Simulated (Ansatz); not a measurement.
**What a change of settings does: AlAs (zincblende type)**

First run: DFT, PBE, all-electron LAPW, scalar-relativistic (Ansatz 0.2.0).

Command: `ansatz run input.yaml --threads 1 --pin off --max-ram 2048MiB --backend cpu --events-out ev --progress --plain --runs-dir out` It took 23 s on 1 thread of Arm Neoverse V1, with other jobs on the host, peak memory 0.31 GiB.

```yaml
crystal:
  lattice:
    - [0.0, 2.7447712404, 2.7447712404]
    - [2.7447712404, 0.0, 2.7447712404]
    - [2.7447712404, 2.7447712404, 0.0]
  atoms:
    - { symbol: Al, position: [0.0, 0.0, 0.0] }
    - { symbol: As, position: [0.25, 0.25, 0.25] }
kpoints:
  mp_grid: { grid: [11, 11, 11] }
scf:
  occupations: { method: fermi_dirac, width: 0.08 }
hamiltonian:
  xc: pbe
  pseudopotentials: { kind: all_electron, lapw: { basis_error: 0.001 } }
output:
  forces: true
  stress: true
  eigenvalues: true
  populations: true
```

The cell comes from a relaxation on PAW files under the same functional, begun from a prototype that needn't be the stable phase.

This run: volume at 0.88 of the series' base cell.

It converges in 7 SCF iterations at a pressure of 11.22 GPa.

The input is then changed:

```diff
   occupations: { method: fermi_dirac, width: 0.08 }
+  convergence: { dr2_threshold: 1.0e-05 }
 hamiltonian:
```

Question: What does the second run give?

Answer: It converges in 6 SCF iterations at a pressure of 11.23 GPa, free energy 0.0 meV/atom against the first run's. The settings are coarser than usual, but the energy hardly moved. Results part of its log:
```
Warning: scf.convergence.dr2_threshold = 1e-5 eV is looser than this run's default, which is 1e-7 eV or tighter. The error in the forces grows as the threshold's square root, so leave the key out unless less accurate forces are enough
Warning: output.stress: scf.convergence.dr2_threshold = 1e-5 eV is looser than the 1e-7 eV advised for a printed stress on datasets or a basis made for the crystal, by an estimate of what a threshold leaves in their stress. Set scf.convergence.dr2_threshold to 1e-7 eV or tighter
SCF 1 converged in 6 iterations: F = -68132.251574 eV  dr2 = 2.19e-7
SCF converged after 6 iterations
Free energy (F): -68132.251574 eV
Harris-Foulkes:  -68132.251574 eV  (|F-HF|=4.85e-7)
Internal energy: -68132.251568 eV  (E = F + TS)
E sigma→0 (E₀):  -68132.251571 eV
Entropy (-TS):   -0.000006 eV (-0.003 meV/atom)
Fermi energy:    9.196719 eV
--- Per-component energies (eV) ---
  E_band       = -1816.235309
  E_kinetic    = 69526.857038
  E_xc         = -2791.179839
  E_electrostatic = -134867.928767  (all electrons and nuclei)
  E_smearing   = -0.000006  (= −TS)
  E_closure    = 0.000000  (closes the sum)
  E_atoms      = -68123.041837  (free atoms, spherical and without spin; not in F)
  Σ components = -68132.251574   (vs F -68132.251574, Δ=0.00e0)
  Basis errors (estimates in eV, not in F): energy 4.4e-4 per atom: plane waves 4.0e-4 (2.4e-4 summed), levels above the bands 3.9e-37, relativity 1.6e-8, radial functions 4.2e-5, core shells 3.6e-11; eigenvalues (radial functions only) 1.0e-6; not estimated: angular momenta, meshes, grids; target (lapw.basis_error) 1.0e-3; muffin-tin radii Al 1.106 Å, As 1.271 Å
--- Forces (eV/Å), atoms counted from 1 ---
  atom   1  Al     0.00000000     0.00000000    -0.00000000
  atom   2  As    -0.00000000    -0.00000000     0.00000000
  max |Σ_I F_I| component: 3.70e-17 eV/Å
--- Stress (GPa, compression-positive) ---
       11.225773      -0.000000      -0.000000
       -0.000000      11.225773       0.000000
       -0.000000       0.000000      11.225773
  P = ⅓ Tr σ = 11.2258 GPa (112.258 kbar)
--- Band table (eV; the first three rows and the last of 56) ---
  k-point 0: bands = ["-175.4478", "-118.8208", "-118.8208", "-118.8208", "-94.2090", "-55.6696", "-55.6696", "-55.6696", "-25.8880", "-25.8880", "-25.8880", "-25.8737", "-25.8737", "-3.9064", "8.5073", "8.5073", "8.5073", "11.3085", "12.9678", "12.9678", "12.9678"]
  k-point 1: bands = ["-175.4478", "-118.8208", "-118.8208", "-118.8208", "-94.2090", "-55.6696", "-55.6696", "-55.6696", "-25.8879", "-25.8878", "-25.8878", "-25.8737", "-25.8737", "-3.8151", "7.6206", "8.4089", "8.4089", "11.7948", "13.1444", "13.1444", "13.1986"]
  k-point 2: bands = ["-175.4478", "-118.8208", "-118.8208", "-118.8208", "-94.2090", "-55.6697", "-55.6696", "-55.6696", "-25.8879", "-25.8875", "-25.8875", "-25.8737", "-25.8737", "-3.5498", "6.0857", "8.1787", "8.1787", "11.7657", "13.4880", "13.4880", "14.4201"]
  k-point 55: bands = ["-175.4478", "-118.8208", "-118.8208", "-118.8208", "-94.2089", "-55.6699", "-55.6698", "-55.6697", "-25.8877", "-25.8868", "-25.8852", "-25.8741", "-25.8729", "-1.6135", "3.1646", "4.8432", "5.6468", "12.5097", "14.1970", "14.9792", "15.2635"]
--- Löwdin populations: 2 sites ---
  site symbol       q [e]
     0     Al     12.6746
     1     As     33.2701
  spilling = 0.001202 (of n_electrons = 46.000000)
```
